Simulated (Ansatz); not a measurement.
Consider the substitution at a C–S bond: `CCCSC` + `O=C[SiH](O)O` → `CO[SiH](O)C=O` + `CCCS`.

Gas-phase electronic energies from Ansatz, PBE0-D4/def2-TZVP geometries. CBS: MP2 limit from def2 TZ/QZ plus the TZ coupled-cluster correction, frozen cores. Functionals use def2-TZVPP. B3LYP here is the variant with VWN-RPA as its local correlation; programs differ in this. Each species was taken in one conformer, which may not be the lowest.

`CCCSC`:

Z-matrix (Å, degrees):
```
C
C 1 1.517
H 1 1.092 2 110.9
H 1 1.094 2 111.0 3 119.5
H 1 1.092 2 111.2 3 -120.5
C 2 1.521 1 113.7 3 -59.0
H 2 1.096 1 109.8 3 -179.7
H 2 1.095 1 110.0 3 64.3
S 6 1.806 2 115.7 1 63.2
H 6 1.094 2 110.2 1 -54.9
H 6 1.094 2 110.8 1 -173.2
C 9 1.796 6 100.4 2 69.5
H 12 1.092 9 111.0 6 57.0
H 12 1.091 9 106.8 6 175.2
H 12 1.091 9 112.2 6 -66.1
```

`O=C[SiH](O)O`:

Cartesian coordinates in Å:
```
O -1.233 -1.667 0.266
C -0.613 -1.073 -0.589
Si 0.092 0.667 -0.150
O 1.719 0.709 -0.308
O -0.419 0.866 1.387
H -0.464 -1.559 -1.580
H -0.406 1.715 -1.064
H 2.249 0.233 0.334
H -0.925 0.109 1.705
```

`CO[SiH](O)C=O`:

```xyz
12

C    -1.026   -1.312    1.308
O    -0.391   -0.865    0.129
Si    0.064    0.670   -0.174
O     1.352    1.207    0.671
C     0.666    0.626   -1.997
O     1.825    0.893   -2.216
H    -1.485   -2.280    1.105
H    -1.808   -0.615    1.631
H    -0.301   -1.427    2.119
H    -1.076    1.581    0.097
H     2.176    1.182    0.173
H     0.004    0.341   -2.846
```

`CCCS`:

```xyz
12

C    -0.364   -0.743   -1.069
C     0.466    0.412   -0.540
C     0.102    0.836    0.873
S     0.449   -0.390    2.163
H    -1.433   -0.511   -1.034
H    -0.195   -1.651   -0.486
H    -0.108   -0.968   -2.107
H     0.336    1.284   -1.192
H     1.529    0.152   -0.571
H     0.693    1.705    1.172
H    -0.949    1.128    0.938
H    -0.528   -1.256    1.852
```

Question: Is it downhill or uphill in electronic energy at CCSD(T)/CBS, and by how much? (An estimate is asked.)

Answer: Computed: Uphill: ΔE = +0.54 eV.

Question: What do these levels give: B3LYP-D4, ωB97M-V, B2PLYP, r2SCAN, PBE0, CCSD/def2-TZVPP, CCSD(T)/def2-TZVPP, HF/def2-QZVPP, MP2/def2-QZVPP, HF/CBS(def2), MP2/CBS(def2), CCSD/CBS(def2)? (An estimate is asked.)

Answer: The calculation gave: B3LYP-D4 0.47, ωB97M-V 0.51, B2PLYP 0.48, r2SCAN 0.52, PBE0 0.52, CCSD/def2-TZVPP 0.47, CCSD(T)/def2-TZVPP 0.50, HF/def2-QZVPP 0.35, MP2/def2-QZVPP 0.61, HF/CBS(def2) 0.35, MP2/CBS(def2) 0.63, CCSD/CBS(def2) 0.52 eV.

Largest T1 diagnostic among the species: 0.014.

In def2-TZVPP, CCSD(T) changes the Hartree–Fock value by +0.14 eV (the triples alone add +0.02 eV) and MP2 by +0.23 eV.
